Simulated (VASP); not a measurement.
Set up this calculation in VASP 6.6.1, as the native input.

* Task: relaxation of cell and atoms
* Functional: PBEsol
* Potentials or basis: VASP PAW PBE potentials, release 64 (Te)
* Cutoff: 400 eV
* k mesh: 9 × 9 × 6
* Occupations: gaussian, width 0.03 eV
* Spin: no spin polarisation
* Target pressure: 3 GPa
* Pressure (GPa): 3
* Further INCAR settings: ALGO = Normal; EDIFF = 1e-06; IBRION = 2; EDIFFG = -0.003; NSW = 40; ISIF = 3
* Target pressure: 3 GPa

The structure of Te lies in POSCAR:

```
Te
1.0
    4.4540000000      0.0000000000      0.0000000000
   -2.2270000000      3.8572771485      0.0000000000
    0.0000000000      0.0000000000      5.9240000000
Te
3
Direct
    0.2690000000      0.0000000000      0.3333333333
    0.0000000000      0.2690000000      0.6666666667
    0.7310000000      0.7310000000      0.0000000000
```

These files were run (other wordings do the same):

INCAR

```
SYSTEM = Te
ALGO = Normal
EDIFF = 1E-6
EDIFFG = -0.003
ENCUT = 400
GGA = PS
IBRION = 2
ISIF = 3
ISMEAR = 0
LASPH = .True.
LCHARG = .False.
LREAL = .False.
LWAVE = .False.
NELM = 100
NSW = 40
PREC = Accurate
PSTRESS = 30
SIGMA = 0.03
```

KPOINTS

```
k-points
0
Gamma
  9 9 6
  0 0 0
```

Potentials or basis: VASP PAW PBE potentials, release 64 (Te).

Run with:

```bash
$ cat potpaw_PBE.64/Te/POTCAR > POTCAR
$ mpirun -np 1 vasp_std > vasp.out
```

It gave:

```
Relaxed volume                                         : 29.86 Å³/atom
Relaxed cell                                           : a = 4.165 Å, b = 4.165 Å, c = 5.962 Å, α = 90.00°, β = 90.00°, γ = 120.00°
Space group after relaxing (to 0.05 Å)                 : P3_121 (No. 152)
Energy change on relaxing (the enthalpy is what falls) : +7.4 meV/atom
Ionic steps                                            : 16
Pressure after relaxing                                : 3.0 GPa
Band gap on the k mesh                                 : none (metal or under the smearing width)
```

Caveat: the cell is relaxed towards a set pressure, so the enthalpy falls and the energy may rise; the PAW data sets were made with another functional, which shifts forces and pressure a little.

Wall time 3.4 min on 1 thread of Intel(R) Xeon(R) Platinum 8488C (Sapphire Rapids), with other jobs on the host, peak memory 0.21 GiB.
